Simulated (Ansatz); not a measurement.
**Al2O3: the band gap up the ladder of functionals**

The task here is to estimate one member of a computed series from the others.

The runs shown are made with Ansatz 0.2.0. PAW datasets, plane waves. Values at 0 K without nuclear motion; spin polarisation is off, and the phase may be a hypothetical one.

### The structure to begin with

The cell was relaxed beforehand with r2SCAN.

Space group P-3m1 (No. 164), trigonal; conventional cell a = 2.864 Å, c = 6.833 Å, 9.71 Å³ an atom. Al has 6 O at 1.78–2.14 Å; O has 6 Al at 2.14 Å; O has 3 Al at 1.78 Å.

Coordinates:

```xyz
5
Lattice="2.8641 0.0000 0.0000 -1.4321 2.4804 0.0000 0.0000 0.0000 6.8333" Properties=species:S:1:pos:R:3 pbc="T T T"
Al    0.0000    1.6536    1.3622
Al    1.4321    0.8268    5.4711
O     0.0000    0.0000    0.0000
O     0.0000    1.6536    4.8052
O     1.4321    0.8268    2.0281
```

The first run:

The input, input.yaml:

```yaml
crystal:
  lattice:
    - [2.8641420174, 0.0, 0.0]
    - [-1.4320710087, 2.4804197471, 0.0]
    - [0.0, 0.0, 6.8332801002]
  atoms:
    - { symbol: Al, position: [0.3333333333, 0.6666666667, 0.1993408385] }
    - { symbol: Al, position: [0.6666666667, 0.3333333333, 0.8006591615] }
    - { symbol: O, position: [0.0, 0.0, 0.0] }
    - { symbol: O, position: [0.3333333333, 0.6666666667, 0.703206647] }
    - { symbol: O, position: [0.6666666667, 0.3333333333, 0.296793353] }
kpoints:
  mp_grid: { grid: [12, 12, 4] }
  band_path:
    path:
      - [[0.0, 0.0, 0.0], [0.5, 9.806150652191e-17, 5.427354572373e-18], [0.3333333333333, 0.3333333333333, 2.170941828987e-17], [0.0, 0.0, 0.0], [-7.620125964005e-35, 2.35499935569e-34, 0.5], [0.5, 1.001117316572e-16, 0.5], [0.3333333333333, 0.3333333333333, 0.5], [-7.620125964005e-35, 2.35499935569e-34, 0.5]]
      - [[0.5, 1.001117316572e-16, 0.5], [0.5, 9.806150652191e-17, 5.427354572373e-18]]
      - [[0.3333333333333, 0.3333333333333, 0.5], [0.3333333333333, 0.3333333333333, 2.170941828987e-17]]
    npoints: 10
hamiltonian:
  xc: pbe
scf:
  occupations: { method: fermi_dirac, width: 0.02 }
  n_extra_bands: 5
output:
  forces: true
  stress: true
  eigenvalues: true
```

Started as:

```
> ansatz run input.yaml --threads 2 --pin off --max-ram 28569MiB --backend cpu --events-out ev --progress --plain --runs-dir out
```

Steps of the session up to this table: PBE band path; r2SCAN; HSE06; Single point with PBE0; LDA; DDH-PBE0 at the same geometry; Single point with LC-ωPBE.

One table of the session follows, with a row left open; its other results are not shown here.

| level | gap (eV) |
| --- | --- |
| PBE | 4.80 |
| r2SCAN | 5.65 |
| HSE06 | 6.59 |
| PBE0 | 7.34 |
| LDA | 4.72 |
| DDH-PBE0 | ? |
| LC-ωPBE | 12.36 |

Q: Estimate the row for DDH-PBE0 from the others.

The run gave: gap (eV): 8.15. In the column «gap (eV)» it lies between PBE0 (7.34) and LC-ωPBE (12.36).

Meshes: PBE 12×12×4, r2SCAN 12×12×4, HSE06 6×6×2, PBE0 6×6×2, LDA 12×12×4, DDH-PBE0 6×6×2, LC-ωPBE 6×6×2.

LDA gives the least gap, 4.72 eV, and LC-ωPBE the largest, 12.36 eV. PBE reaches 73 % of the HSE06 value, and r2SCAN 86 %. PBE0 lies 0.75 eV above HSE06, which differs from it by screening the long-range exchange.

Caveats from the session: Warnings in the runs' records: stress exchange threshold loose, stress scf threshold loose.
